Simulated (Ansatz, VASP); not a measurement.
AlAu2 in VASP and in Ansatz

```
CELL_PARAMETERS angstrom
-1.70430 1.70430 4.48535
1.70430 -1.70430 4.48535
1.70430 1.70430 -4.48535
ATOMIC_POSITIONS crystal
Au 0.34373 0.34373 0.00000
Au 0.65627 0.65627 0.00000
Al 0.00000 0.00000 0.00000
```

Change from the starting cell: volume scaled by 1.06.

Alike in both runs: task single point; functional PBEsol; k mesh 11 × 11 × 11; occupations fermi-dirac, width 0.05 eV; no spin polarisation.

|  | VASP | Ansatz |
| --- | --- | --- |
| version | VASP 6.6.1 | Ansatz 0.2.0 |
| potentials or method | VASP PAW PBE potentials, release 64 (Au, Al) | Ansatz PAW |
| plane-wave cutoff (eV) | 520 | 420 |
| valence electrons in the cell | 25 | 41 |

VASP gave:

* gap on the k mesh at the Fermi level (eV): none
* pressure (GPa): -9.6
* largest component of the traceless stress (GPa): 0.83
* rms of the force components (eV/Å): 0.014

Q: Estimate Ansatz's values.

A: gap on the k mesh at the Fermi level (eV): none; pressure (GPa): -9.4; largest component of the traceless stress (GPa): 0.79; rms of the force components (eV/Å): 0.014.

Atom by atom the forces differ by 0.000 eV/Å (rms over components). A gap of «none» marks a metal or a gap that the smearing closes. The two sets of potentials don't hold the same shells in valence.

Caveats: the PAW data sets were made with another functional, which shifts forces and pressure a little (VASP); the PAW data sets come from PBE, with cores solved anew for the run's functional, which leaves a small shift of forces and pressure (Ansatz). Spin-orbit coupling is left out, which matters for the levels of Au.
